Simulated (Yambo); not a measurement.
## GaAs in Yambo: convergence with bands in self energy

The system is GaAs.

```
As Ga
1.0
     0.00000    2.82685    2.82685
     2.82685    0.00000    2.82685
     2.82685    2.82685    0.00000
As Ga
1 1
Direct
  0.75000 0.75000 0.75000
  0.00000 0.00000 0.00000
```

* Program: Yambo 5.3.0
* Task: G0W0 quasiparticle levels
* Functional: PBE
* Potentials or basis: PseudoDojo 0.4.1 SR PBE standard
* Cutoff: 1143 eV
* Density cutoff: 4572 eV
* k mesh: 4 × 4 × 4
* Occupations: fixed
* Spin: no spin polarisation
* k mesh of the self-consistent run: 8 × 8 × 8
* Random integration of the Coulomb term: yes
* Direction of the field or of q to 0: x + y + z
* Broadening: 0.1 eV
* States corrected: Γ and the k points of the band edges
* Frequency dependence of W: plasmon pole
* Terminator of the band sum in the self-energy: none
* Quasiparticle equation: linearised (Newton)
* Imaginary frequency of the plasmon-pole fit: 27.2114 eV
* Bands in the response: 134
* Bands in the self-energy: 19
* Cutoff of the response matrix: 6 Ry
* Cutoff of exchange and Vxc: 84 Ry
* Bands corrected (first, last): [12, 16]

These are the settings of the first run; the series varies bands in self energy, with any setting tied to it.

```tsv
bands in self energy	quasiparticle gap at the points computed (eV)
19	1.270
24	1.344
34	1.349
54	1.341
94	1.318
134	1.318
```

Against the tightest run, the quasiparticle gap at the points computed stays within 0.05 eV from 19 on. The tightest run that finished is the yardstick and may itself not be fully converged.

Caveat, for the tightest run too: the k mesh is coarse (spacing up to 0.48 Å⁻¹), so the values aren't converged; the potentials hold a filled d shell without the s and p states of that shell, which can shift GW gaps by tenths of an eV, either way; this version prints the column dSc/dw multiplied by 27.2.
